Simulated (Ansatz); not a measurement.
Crystal: Co.

```xyz
2
Lattice="2.4874 0.0000 0.0000 -1.2437 2.1541 0.0000 0.0000 0.0000 4.0633" Properties=species:S:1:pos:R:3 pbc="T T T"
Co    0.0000    1.4361    3.0074
Co    1.2437    0.7180    1.0559
```

Program: Ansatz 0.2.0. Alike in all runs: potentials or basis Ansatz PAW; spin collinear, ferromagnetic start; cell as given; k mesh 12 × 12 × 7.

**Question.** Order these runs on this cell by their pressure, lowest first.
A. level r2SCAN; cutoff (eV) 500; smearing fermi-dirac 0.05 eV; points for each segment of the path 14
B. level PBEsol; cutoff (eV) 420; smearing fermi-dirac 0.05 eV; points for each segment of the path 14
C. level revPBE; cutoff (eV) 420; smearing fermi-dirac 0.05 eV; points for each segment of the path 14
D. level PBE; cutoff (eV) 420; smearing gaussian 0.027 eV
E. level BLYP; cutoff (eV) 420; smearing fermi-dirac 0.05 eV; points for each segment of the path 14

**Answer.** B (-9.3 GPa), A (-3.5 GPa), D (0.8 GPa), C (5.0 GPa), E (9.8 GPa).

Caveats: the PAW data sets come from PBE, with cores solved anew for the run's functional, which leaves a small shift of forces and pressure (some runs); the magnetic or orbital state may not be the lowest (some runs).
